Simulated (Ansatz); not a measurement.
Exchange couplings of EuS against the energies of its magnetic orders (computed with Ansatz 0.2.0)

Space group Fm-3m (No. 225), 2 atoms in the cell of the first input below: a = 4.212 Å, b = 4.212 Å, c = 4.212 Å, α = 60.00°, β = 60.00°, γ = 60.00°.

The cell was built from a prototype of a structure type listed for this compound, at its measured volume, taken without relaxation (pressure 0.7 GPa with this functional, without spin–orbit coupling). Functional: PBE+U (Eu 6 eV).

The couplings come from the ferromagnetic state by the force theorem with constrained moments:

```yaml
crystal:
  lattice:
    - [0.0, 2.978501867, 2.978501867]
    - [2.978501867, 0.0, 2.978501867]
    - [2.978501867, 2.978501867, 0.0]
  atoms:
    - { symbol: Eu, position: [0.5, 0.5, 0.5], spin: 7.55 }
    - { symbol: S, position: [0.0, 0.0, 0.0] }
basis:
  ecutwfc: 420
  ecutrho_ratio: 4
kpoints:
  mp_grid: { grid: [8, 8, 8] }
  band_path:
    path:
      - [[0.0, 0.0, 0.0], [0.5, 0.0, 0.5], [0.625, 0.25, 0.625]]
      - [[0.375, 0.375, 0.75], [0.0, 0.0, 0.0], [0.5, 0.5, 0.5], [0.5, 0.25, 0.75], [0.5, 0.0, 0.5]]
    npoints: 6
hamiltonian:
  xc: pbe
  hubbard: { sites: [{ species: Eu, l: f, u_eff: 6.0 }] }
scf:
  occupations: { method: gaussian, width: 0.05 }
  lower_state_search: "off"
output:
  forces: true
  stress: true
  eigenvalues: true
  populations: true
  hubbard: { sites: [{ species: Eu, l: f }] }
  eigenstates:
    nscf_kmesh: { grid: [8, 8, 8] }
    top_band: c35
    exchange_couplings: { magnetic: [{ site: 0 }] }
    magnetocrystalline_anisotropy: {}
magnetization:
  spin_polarized: true
checkpoint:
  read: start.run
  write: ck
  compress: false
  write_wavefunctions: false
  write_every: 100000
```

```bash
ansatz run input.yaml --threads 8 --pin off --max-ram 16384MiB --backend cpu --events-out ev --progress --plain --runs-dir out
```

start.run is the saved state of an earlier run of the same cell.

Time: 27 s on 8 threads of Intel(R) Xeon(R) Platinum 8488C (Sapphire Rapids) (shared host), peak memory 2.3 GiB.

Couplings between Eu atoms, for E = −Σ(i≠j) J_ij e_i·e_j with unit vectors (each pair counted twice):

```tsv
distance (Å)	neighbours	J (meV)
4.212	12	0.478
5.957	6	-0.114
7.296	24	0.002
8.424	12	0.006
9.419	24	0.001
10.318	8	0.000
11.145	48	0.000
11.914	6	-0.004
12.637	36	0.000
13.320	24	0.000
```

14 shells out to 16.3 Å enter the sums below; those further out add -0.01 meV to J(0).

Task: All couplings of one atom add up to J(0) = 5.16 meV. What is the mean-field ordering temperature?

Result: k_B T = (2/3) J(0), so T = 39.9 K; the program prints 39.9 K, and 28.4 K in Tyablikov's decoupling. Mean field leaves out fluctuations and so overshoots the model's own ordering temperature. The couplings also hang on U, so neither figure predicts a measured one.

At rigid moments, leaving out the upper third of the empty bands moves a coupling by up to 22 % of the largest.

Task: What energy per Eu above the ferromagnet does the model give for the order with wave vector q = (0.000, 0.000, 0.500) in units of the reciprocal cell vectors?

Result: E(q) − E(0) = Σ J_ij (1 − cos q·R_ij). The shells that add most, as J × Σ(1 − cos): 0.478 × 12.00 at 4.21 Å, -0.114 × 12.00 at 5.96 Å, 0.002 × 24.00 at 7.30 Å, 0.001 × 24.00 at 9.42 Å, and -0.01 meV from the 10 other shells kept; in all 4.43 meV.

Each order was then solved self-consistently. The input for the first:

```yaml
crystal:
  lattice:
    - [0.0, 2.978501867, 2.978501867]
    - [2.978501867, 0.0, 2.978501867]
    - [5.957003734, 5.957003734, 0.0]
  atoms:
    - { symbol: Eu, position: [0.5, 0.5, 0.25], spin: 7.0 }
    - { symbol: S, position: [0.0, 0.0, 0.0] }
    - { symbol: Eu, position: [0.5, 0.5, 0.75], spin: -7.0 }
    - { symbol: S, position: [0.0, 0.0, 0.5] }
basis:
  ecutwfc: 420
  ecutrho_ratio: 4
kpoints:
  mp_grid: { grid: [8, 8, 4] }
hamiltonian:
  xc: pbe
  hubbard: { sites: [{ species: Eu, l: f, u_eff: 6.0 }] }
scf:
  occupations: { method: gaussian, width: 0.05 }
  lower_state_search: "off"
output:
  forces: true
  stress: true
  eigenvalues: true
  populations: true
  hubbard: { sites: [{ species: Eu, l: f }] }
  write_density: true
  write_potential: true
  elf: true
  volumetric_format: npy
magnetization:
  spin_polarized: true
checkpoint:
  read: start.run
  write: ck
  compress: false
  write_wavefunctions: false
  write_every: 100000
```

```bash
ansatz run input.yaml --threads 8 --pin off --max-ram 16384MiB --backend cpu --events-out ev --progress --plain --runs-dir out
```

start.run is the saved state of an earlier run of the same cell.

Time: 4.1 s on 8 threads of Intel(R) Xeon(R) Platinum 8488C (Sapphire Rapids), with other jobs on the host, peak memory 0.84 GiB.

Total energies count from the ferromagnet on the 8×8×8 mesh, or from a ferromagnetic run in the same doubled cell where its mesh isn't the equal of that (spin moment 6.86 μB).

```tsv
order	q	model (meV)	total energies (meV)	largest spin moment (μB)	gap on the mesh (eV)
collinear order in a doubled cell	0.000 0.000 0.500	4.43	3.99	6.87	1.29
collinear order in a doubled cell	0.000 0.500 0.500	7.73	6.83	6.86	1.17
```

The model has the sign of the total energies in all 2 rows, and meets their size within a third for 2; the largest miss is 0.90 meV. The ferromagnet is the lowest of the states tried, which hold no spiral. The couplings are derived for small turns about the ferromagnet.

Caveats: no spin-orbit coupling, which matters for these elements; not tested for a lower state; state of the open shells carried from another run; the upper empty bands still move some couplings by over a tenth of the largest.

The ferromagnetic order of EuS rests on the twelve nearest Eu neighbours, opposed by a weaker antiferromagnetic coupling to the second shell. The usual explanation is that virtual 4f–5d excitations, with Hund exchange on the Eu site, align nearest neighbours, while superexchange through S 3p favours antiparallel second neighbours. The total energies support this second sign independently: the order at q = (0.000, 0.000, 0.500), which reverses all second neighbours, costs less relative to the other order than its share of reversed nearest-neighbour bonds alone would imply. The nearly constant spin moment fits a localised, half-filled 4f shell and explains why a Heisenberg description carries over to collinear reversals.

Both ordering temperatures nevertheless lie well above the known Curie temperature of EuS. Since even the Tyablikov value does so, missing fluctuations are unlikely to be the whole reason; probably the 4f–5d excitation energy is too small here, which would strengthen the nearest-neighbour ferromagnetic exchange.
